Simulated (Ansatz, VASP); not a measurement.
**Two plane-wave programs on Sb**

Contents of INCAR:

```
SYSTEM = Sb
  PREC = Accurate
  ENCUT = 600
  EDIFF = 1E-7
  ISMEAR = -1
  SIGMA = 0.05
  LREAL = .False.
  LASPH = .True.
  NELM = 80
  ALGO = Normal
  ISIF = 3
  LWAVE = .False.
  LCHARG = .False.
  GGA = RE
  IVDW = 12
  IBRION = 2
  NSW = 60
  EDIFFG = -0.01
```

File KPOINTS:

```
Automatic mesh
0
Gamma
  9 9 5
  0 0 0
```

File POSCAR:

```
Sb
1.0
    3.3545324186      0.0000000000      0.0000000000
   -1.6772662093      2.9051102923      0.0000000000
    0.0000000000      0.0000000000      5.4701606500
Sb
2
Direct
    0.6666666667      0.3333333333      0.7500000000
    0.3333333333      0.6666666667      0.2500000000
```

Contents of input.yaml:

```yaml
crystal:
  lattice:
    - [3.3545324186, 0.0, 0.0]
    - [-1.6772662093, 2.9051102923, 0.0]
    - [0.0, 0.0, 5.47016065]
  atoms:
    - { symbol: Sb, position: [0.6666666667, 0.3333333333, 0.75] }
    - { symbol: Sb, position: [0.3333333333, 0.6666666667, 0.25] }
hamiltonian:
  xc: revpbe
  pseudopotentials: { kind: paw }
  dispersion: d3bj
kpoints:
  mp_grid: { grid: [9, 9, 5] }
scf:
  occupations: { method: fermi_dirac, width: 0.05 }
output:
  forces: true
  stress: true
  eigenvalues: true
  write_density: true
  write_potential: true
  elf: true
  volumetric_format: npy
relax:
  f_tol: 0.01
  max_steps: 40
  cell: { stress_tol: 0.05 }
```

This isn't the form of Sb at room conditions, which is rhombohedral.

Alike in both runs: task relaxation of cell and atoms; functional revPBE; dispersion D3(BJ); k mesh 9 × 9 × 5; occupations fermi-dirac, width 0.05 eV; no spin polarisation.

```csv
,VASP,Ansatz
version,VASP 6.6.1,Ansatz 0.2.0
potentials or method,"VASP PAW PBE potentials, release 64 (Sb)",Ansatz PAW
plane-wave cutoff (eV),600,420
valence electrons in the cell,10,30
```

Ansatz gave:

```
gap on the k mesh at the Fermi level, each at its own relaxed structure (eV) : none
relaxed volume (Å³/atom)                                                     : 25.19
relaxed cell length with the largest relative difference (Å)                 : 3.292
energy change over the relaxation (meV/atom)                                 : -17
```

Question: Which values does VASP return?

Answer: gap on the k mesh at the Fermi level, each at its own relaxed structure (eV): none; relaxed volume (Å³/atom): 25.09; relaxed cell length with the largest relative difference (Å): 3.287; energy change over the relaxation (meV/atom): -19.

A gap of «none» marks a metal or a gap that the smearing closes. The two sets of potentials don't hold the same shells in valence.

Caveats: pairwise dispersion overbinds metals, which lowers pressure and volume; the PAW data sets were made with another functional, which shifts forces and pressure a little (VASP); the plane-wave basis is chosen anew once the cell has moved, so the energies of steps on either side of that aren't comparable (Ansatz); the PAW data sets come from PBE, with cores solved anew for the run's functional, which leaves a small shift of forces and pressure (Ansatz). Spin-orbit coupling is left out, which matters for the levels of Sb.
